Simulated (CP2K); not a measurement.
Runs of CP2K 2026.2 on TaN. The typed cell holds 6 atoms: a = 5.510 Å, b = 5.001 Å, c = 2.911 Å, α = 75.35°, β = 103.18°, γ = 120.39°. 

```tsv
task	level	points a segment of the path (NPOINTS)	bands added on the path	cutoff of the non-local correlation (Ry)	gap on the mesh (eV)	pressure (GPa)	largest force (eV/Å)
band structure	PBEsol	8	6	-	none	(b)	3.83
band structure	LDA	8	6	-	none	22.0	3.84
single point	BLYP	-	-	-	none	42.5	-
single point	optB88-vdW	-	-	300	none	33.1	3.91
single point	AM05	-	-	-	none	(a)	3.81
```

Alike in all rows: potentials or basis POTENTIAL_UZH Ta GTH-PBE-q13, N GTH-PBE-q5; DZVP-MOLOPT-PBE-GTH basis; no spin polarisation; cell as given; k mesh 6 × 6 × 9; smearing fermi-dirac 0.05 eV.

Q: Estimate the missing entries.

A: (a) 24.1; (b) 25.1.

Caveats: the potentials were made for another functional, which shifts forces and pressure; the basis of atomic orbitals isn't converged, which shifts pressures, moduli and gaps; spin-orbit coupling is left out, which moves the levels of the heavy elements (some runs); a pressure of tens of GPa on the cell as given is suspect, and the run, the potentials or the cell itself is likely at fault (some runs); the forces don't sum to zero, a sign of grid noise (some runs).

A k mesh can miss the band edges, and the runs leave out spin-orbit coupling on Ta.

A gap of «none» marks a metal or a gap under the smearing width.

Runs at the PBE level aren't shown here.
